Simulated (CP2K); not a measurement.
Crystal: As.

```xyz
2
Lattice="4.1310 0.0000 0.0000 2.4184 3.3491 0.0000 2.4184 1.2367 3.1124" Properties=species:S:1:pos:R:3 pbc="T T T"
As    2.0267    1.0364    0.7034
As    6.9411    3.5494    2.4090
```

Base run:

| Property | Result |
| --- | --- |
| Program | CP2K 2026.2 |
| Functional | PBE |
| Potentials or basis | GTH_POTENTIALS As GTH-PBE-q5; DZVP-MOLOPT-SR-GTH basis |
| Density cutoff | 6123 eV |
| k mesh | 9 × 9 × 9 |
| Occupations | fermi-dirac, width 0.05 eV |
| Spin | no spin polarisation |

Its results: band gap on the k mesh none (metal or under the smearing width); pressure 4.4 GPa; largest force 0.591 eV/Å.

Question: After a change of settings the same cell gave: band gap on the k mesh none (metal or under the smearing width); pressure 2.9 GPa; largest force 0.460 eV/Å. Which change was it?
A. potentials or basis from GTH_POTENTIALS As GTH-PBE-q5; DZVP-MOLOPT-SR-GTH basis to GTH_POTENTIALS As GTH-BLYP-q5; DZVP-MOLOPT-SR-GTH basis; potentials from As GTH-PBE-q5 of GTH_POTENTIALS to As GTH-BLYP-q5 of GTH_POTENTIALS
B. potentials or basis from GTH_POTENTIALS As GTH-PBE-q5; DZVP-MOLOPT-SR-GTH basis to POTENTIAL_UZH As GTH-SCAN-q5; DZVP-MOLOPT-SR-GTH basis; potentials from As GTH-PBE-q5 of GTH_POTENTIALS to As GTH-SCAN-q5 of POTENTIAL_UZH
C. potentials or basis from GTH_POTENTIALS As GTH-PBE-q5; DZVP-MOLOPT-SR-GTH basis to GTH_POTENTIALS As GTH-PADE-q5; DZVP-MOLOPT-SR-GTH basis; potentials from As GTH-PBE-q5 of GTH_POTENTIALS to As GTH-PADE-q5 of GTH_POTENTIALS
D. potentials or basis from GTH_POTENTIALS As GTH-PBE-q5; DZVP-MOLOPT-SR-GTH basis to POTENTIAL_UZH As GTH-PBE0-q5; DZVP-MOLOPT-SR-GTH basis; potentials from As GTH-PBE-q5 of GTH_POTENTIALS to As GTH-PBE0-q5 of POTENTIAL_UZH

Answer: D.

Caveats: the basis of atomic orbitals isn't converged, which shifts pressures, moduli and gaps.
